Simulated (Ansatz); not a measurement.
# Mercury, alpha-Hg (rhombohedral): convergence with cold smearing

Computed with Ansatz, r²SCAN, scalar-relativistic PAW, on the relaxed cell (a = 3.756 Å, c = 6.464 Å (c/a = 1.721); spin not included). Errors count from a run at 500 eV on a Γ-centred 18×18×18 mesh with Fermi-Dirac smearing of 0.1 eV, extrapolated to zero width. Fixed here: cutoff 500 eV, mesh 11×11×11. The SCF starts from atomic densities corrected by a trained network.

| width (eV) | E(σ→0) error (meV/atom) | F error (meV/atom) | P (GPa) | SCF iterations |
| --- | --- | --- | --- | --- |
| 0.01 | -1.6 | -1.6 | 0.12 | 6 |
| 0.03 | -1.6 | -1.6 | 0.12 | 6 |
| 0.1 | -1.6 | -1.5 | 0.17 | 6 |
| 0.2 | -1.5 | -1.3 | 0.08 | 5 |
| 0.3 | -1.2 | -1.0 | -0.02 | 5 |
| 0.6 | -1.0 | -0.7 | -0.05 | 5 |

Q: What does the run at 1.0 give (width)?

A: E(σ→0) error (meV/atom): -1.0; F error (meV/atom): -0.1; P (GPa): 0.01; SCF iterations: 5.
